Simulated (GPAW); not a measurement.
# Cu2O (Pn-3m) in GPAW: a series of runs

Aim: see how the results for Cu2O move with the level of theory and the settings. Levels: TB-mBJ, GLLB-SC, PBE. Tasks: single point, band structure.

Program: GPAW 26.7.0. These are calculated values, not measurements. Logs are shortened: lines on timing, memory, paths and dates and some standing lists are left out, and cuts for length are marked. The log counts tension as positive stress, the text compression.

**The experiment to reproduce.**

From “Importance of surface oxygen vacancies for ultrafast hot carrier relaxation and transport in Cu2O”, 2021, arxiv:2103.03167, for a bulk crystal of Cu2O: band gap 2.17 eV (direct).

The runs below are set against these values where they give the same quantity.

**1. The structure**

It takes space group Pn-3m (No. 224, cubic). The conventional cell has a = 4.260 Å, b = 4.260 Å, c = 4.260 Å, α = 90.00°, β = 90.00°, γ = 90.00°. Cu (site symmetry -3m) has 2 O at 1.84 Å as nearest neighbours. O (site symmetry -43m) is surrounded by 4 Cu at 1.84 Å.

**2. Single point, TB-mBJ**

run.py

```python
from ase import Atoms
from ase.dft.bandgap import bandgap
from ase.io import write
from gpaw import GPAW, PW

atoms = Atoms(['Cu', 'Cu', 'Cu', 'Cu', 'O', 'O'],
              cell=[[4.26, 0.0, 0.0],
                    [0.0, 4.26, 0.0],
                    [0.0, 0.0, 4.26]],
              scaled_positions=[[0.25, 0.25, 0.25],
                                [0.25, 0.75, 0.75],
                                [0.75, 0.75, 0.25],
                                [0.75, 0.25, 0.75],
                                [0.0, 0.0, 0.0],
                                [0.5, 0.5, 0.5]],
              pbc=True)

calc = GPAW(mode=PW(600),
            xc='TB09',
            kpts={'size': (6, 6, 6), 'gamma': True},
            occupations={'name': 'fermi-dirac', 'width': 0.05},
            nbands=51,
            convergence={'density': 1e-05, 'energy': 1e-05},
            eigensolver='cg',
            maxiter=150,
            txt='gpaw.txt')
atoms.calc = calc
energy = atoms.get_potential_energy()
calc.write('gs.gpw')
write('result.traj', atoms)
print('Fermi level:', round(calc.get_fermi_level(), 4), 'eV')
print(f'Gap: {bandgap(calc)[0]:.4f} eV, direct: {bandgap(calc, direct=True)[0]:.4f} eV')
```

Potentials or basis: GPAW PAW data sets for LDA (gpaw-data 1.2.1), pw.

Run with:

```bash
$ OMP_NUM_THREADS=1 python run.py
```

gpaw.txt:

```text
___ ___ ___ _ _ _
 |   |   |_  | | | |
 | | | | | . | | | |
 |__ |  _|___|_____|  26.7.0
 |___|_|

Input parameters:
  convergence: {density: 1e-05,
                energy: 1e-05}
  eigensolver: cg
  kpts: {gamma: True,
         size: (6, 6, 6)}
  maxiter: 150
  mode: {ecut: 600.0,
         name: pw}
  nbands: 51
  occupations: {name: fermi-dirac,
                width: 0.05}
  xc: TB09

System changes: positions, numbers, cell, pbc, initial_charges, initial_magmoms

Initialize ...

species:
  Cu:
    name:    Copper
    Z:       29.0
    valence: 11
    core:    18
    charge:  0.0  # [|e|]
    compensation charges:
      type: gauss
      rc: 0.33  # [Å]
      lmax: 2
    cutoffs:
      filter: 2.06  # [Å]
      core: 2.43  # [Å]
    projectors
    | kind |    occ | energy [eV] | rcut [Å] |
    |------|--------|-------------|----------|
    |   4s |  1.000 |      -4.857 |    1.164 |
    |   4p |  0.000 |      -0.783 |    1.164 |
    |   3d | 10.000 |      -5.324 |    1.058 |
    |    s |        |      22.354 |    1.164 |
    |    p |        |      26.429 |    1.164 |
    |    d |        |      21.887 |    1.058 |

    Using partial waves for Cu as LCAO basis

  O:
    name:    Oxygen
    Z:       8.0
    valence: 6
    core:    2
    charge:  0.0  # [|e|]
    compensation charges:
      type: gauss
      rc: 0.21  # [Å]
      lmax: 2
    cutoffs:
      filter: 1.17  # [Å]
      core: 0.83  # [Å]
    projectors
    | kind |    occ | energy [eV] | rcut [Å] |
    |------|--------|-------------|----------|
    |   2s |  2.000 |     -23.752 |    0.688 |
    |   2p |  4.000 |      -9.195 |    0.598 |
    |    s |        |       3.459 |    0.688 |
    |    p |        |      18.016 |    0.598 |
    |    d |        |       0.000 |    0.619 |

    Using partial waves for O as LCAO basis

Reference energy: -183860.204327  # eV

Spin-paired calculation

Convergence criteria:
 Maximum [total energy] change in last 3 cyles: 1e-05 eV / valence electron
 Maximum integral of absolute [dens]ity change: 1e-05 electrons / valence electron
 Maximum integral of absolute [eigenst]ate change: 4e-08 eV^2 / valence electron
 Maximum number of scf [iter]ations: 150
 (Square brackets indicate name in SCF output, whereas a 'c' in
 the SCF output indicates the quantity has converged.)

Symmetries present (total): 24

  ( 1  0  0)  ( 1  0  0)  ( 1  0  0)  ( 1  0  0)  ( 0  1  0)  ( 0  1  0)
  ( 0  1  0)  ( 0  0  1)  ( 0  0 -1)  ( 0 -1  0)  ( 1  0  0)  ( 0  0  1)
  ( 0  0  1)  ( 0  1  0)  ( 0 -1  0)  ( 0  0 -1)  ( 0  0  1)  ( 1  0  0)

  ( 0  1  0)  ( 0  1  0)  ( 0  0  1)  ( 0  0  1)  ( 0  0  1)  ( 0  0  1)
  ( 0  0 -1)  (-1  0  0)  ( 1  0  0)  ( 0  1  0)  ( 0 -1  0)  (-1  0  0)
  (-1  0  0)  ( 0  0 -1)  ( 0  1  0)  ( 1  0  0)  (-1  0  0)  ( 0 -1  0)

  ( 0  0 -1)  ( 0  0 -1)  ( 0  0 -1)  ( 0  0 -1)  ( 0 -1  0)  ( 0 -1  0)
  ( 1  0  0)  ( 0  1  0)  ( 0 -1  0)  (-1  0  0)  ( 1  0  0)  ( 0  0  1)
  ( 0 -1  0)  (-1  0  0)  ( 1  0  0)  ( 0  1  0)  ( 0  0 -1)  (-1  0  0)

  ( 0 -1  0)  ( 0 -1  0)  (-1  0  0)  (-1  0  0)  (-1  0  0)  (-1  0  0)
  ( 0  0 -1)  (-1  0  0)  ( 0  1  0)  ( 0  0  1)  ( 0  0 -1)  ( 0 -1  0)
  ( 1  0  0)  ( 0  0  1)  ( 0  0 -1)  ( 0 -1  0)  ( 0  1  0)  ( 0  0  1)

216 k-points: 6 x 6 x 6 Monkhorst-Pack grid + [1/12,1/12,1/12]
20 k-points in the irreducible part of the Brillouin zone
       k-points in crystal coordinates                weights
   0:     0.00000000    0.00000000    0.00000000          1/216
   1:     0.16666667    0.00000000    0.00000000          6/216
   2:     0.16666667    0.16666667    0.00000000         12/216
   3:     0.16666667    0.16666667    0.16666667          8/216
   4:     0.33333333    0.00000000    0.00000000          6/216
   5:     0.33333333    0.16666667    0.00000000         24/216
   6:     0.33333333    0.16666667    0.16666667         24/216
   7:     0.33333333    0.33333333    0.00000000         12/216
   8:     0.33333333    0.33333333    0.16666667         24/216
   9:     0.33333333    0.33333333    0.33333333          8/216
          ...
  19:     0.50000000    0.50000000    0.50000000          1/216

Wave functions: Plane wave expansion
  Cutoff energy: 600.000 eV
  Number of coefficients (min, max): 2512, 2601
  Pulay-stress correction: 0.000000 eV/Ang^3 (de/decut=0.000000)
  Using FFTW library
  ScaLapack parameters: grid=1x1, blocksize=None
  Wavefunction extrapolation:
    Improved wavefunction reuse through dual PAW basis

Occupation numbers: Fermi-Dirac:
  width: 0.0500  # eV

Eigensolver
   CG(niter=4, rtol=3.0e-01)

Densities:
  Coarse grid: 25*25*25 grid
  Fine grid: 50*50*50 grid
  Total Charge: 0.000000

Density mixing:
  Method: separate
  Backend: msr1
  Linear mixing parameter: 0.05
  old densities: 10
  Width of damping distribution: 1.1
  Damping of long wavelength oscillations: 20

Hamiltonian:
  XC and Coulomb potentials evaluated on a 50*50*50 grid
  Using the TB09 Exchange-Correlation functional
  External potential:
    NoExternalPotential

XC parameters: TB09 with 2 nearest neighbor stencil

Number of atoms: 6
Number of atomic orbitals: 44
Number of bands in calculation: 51
Number of valence electrons: 56
Bands to converge: occupied

... initialized

Initializing position-dependent things.

Density initialized from atomic densities
Creating initial wave functions:
  44 bands from LCAO basis set
  7 bands from random numbers

    .---------.
   /|         |
  / | Cu      |
 *  |         |
 |  |  O CuCu |
 |  .---------.
 | /Cu       /
 |/         /
 O---------*

Atomic positions and initial magnetic moments

Positions:
   0 Cu     1.065000    1.065000    1.065000    ( 0.0000,  0.0000,  0.0000)
   1 Cu     1.065000    3.195000    3.195000    ( 0.0000,  0.0000,  0.0000)
   2 Cu     3.195000    3.195000    1.065000    ( 0.0000,  0.0000,  0.0000)
   3 Cu     3.195000    1.065000    3.195000    ( 0.0000,  0.0000,  0.0000)
   4 O      0.000000    0.000000    0.000000    ( 0.0000,  0.0000,  0.0000)
   5 O      2.130000    2.130000    2.130000    ( 0.0000,  0.0000,  0.0000)

Unit cell:
           periodic     x           y           z      points  spacing
  1. axis:    yes    4.260000    0.000000    0.000000    25     0.1704
  2. axis:    yes    0.000000    4.260000    0.000000    25     0.1704
  3. axis:    yes    0.000000    0.000000    4.260000    25     0.1704

  Lengths:   4.260000   4.260000   4.260000
  Angles:   90.000000  90.000000  90.000000

Effective grid spacing dv^(1/3) = 0.1704

iter:   1  7433.102458
iter:   2  7457.685626   +2.42  -0.77
iter:   3  7469.625482   +1.30  -1.00
iter:   4  7467.571529   +0.41  -1.51
iter:   5  7474.789855   -0.28  -1.43
iter:   6  7484.319217   -0.70  -1.51
iter:   7  7498.048913   -0.86  -1.60
iter:   8  7507.450372   -1.16  -1.86
iter:   9  7505.940821   -1.30  -1.85
iter:  10  7504.632668   -1.78  -2.08
iter:  11  7502.940448   -2.32  -2.11
[... 18 lines left out ...]
iter:  30  7499.716129   -3.82  -3.90
iter:  31  7499.628263   -3.88  -3.82
iter:  32  7499.694606   -4.07  -3.77
iter:  33  7499.639906   -4.19  -3.75
iter:  34  7499.678534   -4.47  -3.94
iter:  35  7499.654326   -4.79  -3.93
iter:  36  7499.670169   -5.11  -4.28
iter:  37  7499.660501   -5.47  -4.16
iter:  38  7499.662573   -6.07  -4.87
iter:  39  7499.662316   -6.71  -4.79
iter:  40  7499.661156   -7.53c -5.03c
iter:  41  7499.660818   -8.04c -4.95
iter:  42  7499.661295c  -8.60c -4.89
iter:  43  7499.661408   -9.04c -4.80
iter:  44  7499.661202c  -8.76c -4.82
iter:  45  7499.660336   -8.53c -4.83
iter:  46  7499.659925   -9.28c -4.88
iter:  47  7499.659754   -9.40c -4.89
iter:  48  7499.657373   -7.45c -4.90
iter:  49  7499.655482   -8.16c -5.13c
iter:  50  7499.653501   -7.97c -5.26c
iter:  51  7499.653533   -8.21c -5.66c
iter:  52  7499.651828   -7.63c -5.51c
iter:  53  7499.653688   -7.36  -5.67c
iter:  54  7499.653069   -7.87c -5.59c
iter:  55  7499.653511   -8.33c -6.68c
iter:  56  7499.653187c  -8.62c -6.60c

Converged after 56 iterations.

Dipole moment: (-0.000000, -0.000000, -0.000000) |e|*Ang

Energy contributions relative to reference atoms: (reference = -183860.204327)

Kinetic:       +157.472389
Potential:     -143.578465
External:        +0.000000
XC:            +7486.616519
Entropy (-ST):   -0.000010
Local:           -0.857251
SIC:             +0.000000
--------------------------
Free energy:   +7499.653182
Extrapolated:  +7499.653187

Showing only first 2 kpts
 Kpt  Band  Eigenvalues  Occupancy
  0    26      7.00443    1.99976
  0    27      7.00443    1.99976
  0    28      7.80057    0.00204
  0    29      8.81291    0.00000

  1    26      6.94938    1.99992
  1    27      6.94938    1.99992
  1    28      8.02754    0.00002
  1    29      9.21355    0.00000

Fermi level: 7.45610

Gap: 0.796 eV
Transition (v -> c):
  (s=0, k=0, n=27, [0.00, 0.00, 0.00]) -> (s=0, k=0, n=28, [0.00, 0.00, 0.00])
No difference between direct/indirect transitions
Writing to gs.gpw (mode='')
```

It took 15 min on 1 thread of AMD EPYC, shared host; peak memory 0.31 GiB.

What came out:

| Item | Value |
| --- | --- |
| Band gap on the k mesh | 0.80 eV, direct |

Caveat: a model potential gives levels but no total energy; the PAW data sets were made with another functional, which shifts forces and pressure a little.

**3. Band structure, GLLB-SC**

Edit run.py of step 2 so:

```diff
@@ -18,3 +18,3 @@
 calc = GPAW(mode=PW(600),
-            xc='TB09',
+            xc='GLLBSC',
             kpts={'size': (6, 6, 6), 'gamma': True},
@@ -23,3 +23,2 @@
             convergence={'density': 1e-05, 'energy': 1e-05},
-            eigensolver='cg',
             maxiter=150,
@@ -32 +31,14 @@
 print(f'Gap: {bandgap(calc)[0]:.4f} eV, direct: {bandgap(calc, direct=True)[0]:.4f} eV')
+
+path = atoms.cell.bandpath('GXMGRX,MR', npoints=80, eps=1e-4)
+bs_calc = calc.fixed_density(kpts=path, symmetry='off', nbands=72,
+                             convergence={'bands': 'CBM+6.0', 'eigenstates': 1e-6}, txt='bands.txt')
+bs = bs_calc.band_structure()
+bs.write('bs.json')
+print(f'Gap on the path: {bandgap(bs_calc)[0]:.4f} eV')
+
+homo, lumo = bs_calc.get_homo_lumo()
+response = calc.hamiltonian.xc.response
+dxc_pot = response.calculate_discontinuity_potential(homo, lumo)
+ks_gap, dxc = bs_calc.hamiltonian.xc.response.calculate_discontinuity(dxc_pot)
+print(f'Kohn-Sham gap {ks_gap:.4f} eV, discontinuity {dxc:.4f} eV, gap {ks_gap + dxc:.4f} eV')
```

Potentials or basis: the program's PAW data sets (release 1.2.1) made for this functional, pw.

Run with:

```bash
$ OMP_NUM_THREADS=1 python run.py
```

Run time: 2.7 min. Hardware: 1 thread of Intel Xeon Platinum 8375C at 2.90GHz (Ice Lake), shared host; peak memory 0.56 GiB.

It converged, with:

- Band gap on the k mesh with the derivative discontinuity: 1.08 eV
- Band gap of the Kohn-Sham levels: 0.79 eV
- Derivative discontinuity: 0.30 eV

Levels at the corners of the path, in eV from the valence-band top:
```
point  band 24  band 25  band 26  band 27  band 28  band 29  band 30  band 31  band 32  band 33
    Γ    -1.86    -1.86     0.00     0.00     0.00     0.79     2.35     2.35     8.62     8.62
    X    -1.95    -1.28    -1.28    -0.35    -0.35     2.77     2.77     5.19     5.19     8.08
    M    -1.60    -1.29    -1.29    -0.63    -0.63     2.67     2.67     4.52     4.52     7.67
    Γ    -1.86    -1.86     0.00     0.00     0.00     0.79     2.35     2.35     8.62     8.62
    R    -1.91    -1.09    -0.60    -0.60    -0.60     3.46     3.46     3.46     5.52     5.52
    X    -1.95    -1.28    -1.28    -0.35    -0.35     2.77     2.77     5.19     5.19     8.08
    M    -1.60    -1.29    -1.29    -0.63    -0.63     2.67     2.67     4.52     4.52     7.67
    R    -1.91    -1.09    -0.60    -0.60    -0.60     3.46     3.46     3.46     5.52     5.52
```

Caveat: the GLLB-SC gap is the Kohn-Sham gap of the path plus the derivative discontinuity; a model potential gives levels but no total energy.

**4. Band structure, PBE**

Edit run.py of step 3 so:

```diff
@@ -3,2 +3,3 @@
 from ase.io import write
+from ase.units import GPa
 from gpaw import GPAW, PW
@@ -18,3 +19,3 @@
 calc = GPAW(mode=PW(600),
-            xc='GLLBSC',
+            xc='PBE',
             kpts={'size': (6, 6, 6), 'gamma': True},
@@ -27,4 +28,10 @@
 energy = atoms.get_potential_energy()
+forces = atoms.get_forces()
+stress = atoms.get_stress()
 calc.write('gs.gpw')
 write('result.traj', atoms)
+print(f'Energy: {energy:.6f} eV')
+print('Forces (eV/A):')
+print(forces.round(4))
+print('Stress (GPa):', (stress / GPa).round(3))
 print('Fermi level:', round(calc.get_fermi_level(), 4), 'eV')
@@ -38,7 +45 @@
 print(f'Gap on the path: {bandgap(bs_calc)[0]:.4f} eV')
-
-homo, lumo = bs_calc.get_homo_lumo()
-response = calc.hamiltonian.xc.response
-dxc_pot = response.calculate_discontinuity_potential(homo, lumo)
-ks_gap, dxc = bs_calc.hamiltonian.xc.response.calculate_discontinuity(dxc_pot)
-print(f'Kohn-Sham gap {ks_gap:.4f} eV, discontinuity {dxc:.4f} eV, gap {ks_gap + dxc:.4f} eV')
```

Potentials or basis: GPAW PAW data sets (gpaw-data 1.2.1), pw.

Run with:

```bash
$ OMP_NUM_THREADS=1 python run.py
```

Run time: 2.8 min. Hardware: 1 thread of AMD EPYC 7R43 (Zen 3), shared host; peak memory 0.53 GiB.

It converged, with:

```yaml
Free_energy: -27.1154 eV
Pressure: 3.5 GPa
Band_gap_on_the_k_mesh: 0.54 eV, direct
Band_gap_along_the_path: 0.54 eV, direct
```

Levels at the corners of the path, in eV from the valence-band top:
```csv
point,band 24,band 25,band 26,band 27,band 28,band 29,band 30,band 31,band 32,band 33
Γ,-1.58,-1.58,0.00,0.00,0.00,0.54,1.23,1.23,7.94,7.94
X,-1.69,-1.21,-1.21,-0.39,-0.39,2.27,2.27,4.23,4.23,7.42
M,-1.49,-1.22,-1.22,-0.66,-0.66,1.92,1.92,3.86,3.86,6.81
Γ,-1.58,-1.58,0.00,0.00,0.00,0.54,1.23,1.23,7.94,7.94
R,-1.63,-0.99,-0.57,-0.57,-0.57,2.45,2.45,2.45,4.90,4.90
X,-1.69,-1.21,-1.21,-0.39,-0.39,2.27,2.27,4.23,4.23,7.42
M,-1.49,-1.22,-1.22,-0.66,-0.66,1.92,1.92,3.86,3.86,6.81
R,-1.63,-0.99,-0.57,-0.57,-0.57,2.45,2.45,2.45,4.90,4.90
```

Caveat: with this Cu data set, volumes or pressures lay over 1.5 % or 2 GPa off other programs in two to four cells of ten; the cutoff is short for stress and forces, so pressures can be off by a GPa or more.

**5. The runs side by side**

```csv
task,level,potentials or basis,band path,band points,gap on the mesh (eV)
single point,TB-mBJ,"GPAW PAW data sets for LDA (gpaw-data 1.2.1), pw",-,-,0.80
band structure,GLLB-SC,"the program's PAW data sets (release 1.2.1) made for this functional, pw","GXMGRX,MR",80,1.08
band structure,PBE,"GPAW PAW data sets (gpaw-data 1.2.1), pw","GXMGRX,MR",80,0.54
```

Alike in all rows: no spin polarisation; cell as given; k mesh 6 × 6 × 6; cutoff (eV) 600; smearing fermi-dirac 0.05 eV.

Caveats: a model potential gives levels but no total energy (some runs); the PAW data sets were made with another functional, which shifts forces and pressure a little (some runs); the GLLB-SC gap is the Kohn-Sham gap of the path plus the derivative discontinuity (some runs); with this Cu data set, volumes or pressures lay over 1.5 % or 2 GPa off other programs in two to four cells of ten (some runs); the cutoff is short for stress and forces, so pressures can be off by a GPa or more (some runs).

Total energies depend on the potentials used, so only differences within one code and one set of settings carry meaning.

**6. Against experiment**

Step 2. A measured gap of Cu2O is 2.17 eV (direct; quoted in “Importance of surface oxygen vacancies for ultrafast hot carrier relaxation and transport in Cu2O”, 2021, arxiv:2103.03167); the calculated 0.80 eV misses it by -1.37 eV. So large a miss can be the level of theory's own, or it may mean another phase, state or a wrong row. The value is that of TB-mBJ on a finite k mesh, which can miss the band edges, without temperature or zero-point motion.

Step 3. Measured gap of Cu2O: 2.17 eV (direct; quoted in “Importance of surface oxygen vacancies for ultrafast hot carrier relaxation and transport in Cu2O”, 2021, arxiv:2103.03167). This calculation gives 1.08 eV (-1.09 eV). So large a miss can be the level of theory's own, or it may mean another phase, state or a wrong row. The value is that of GLLB-SC on a finite k mesh, which can miss the band edges, without temperature or zero-point motion.

Step 4. A measured gap of Cu2O is 2.17 eV (direct; quoted in “Importance of surface oxygen vacancies for ultrafast hot carrier relaxation and transport in Cu2O”, 2021, arxiv:2103.03167); the calculated 0.54 eV misses it by -1.63 eV. So large a miss can be the level of theory's own, or it may mean another phase, state or a wrong row. The value is that of PBE, without temperature or zero-point motion. Semilocal functionals fall short of measured gaps as a rule.
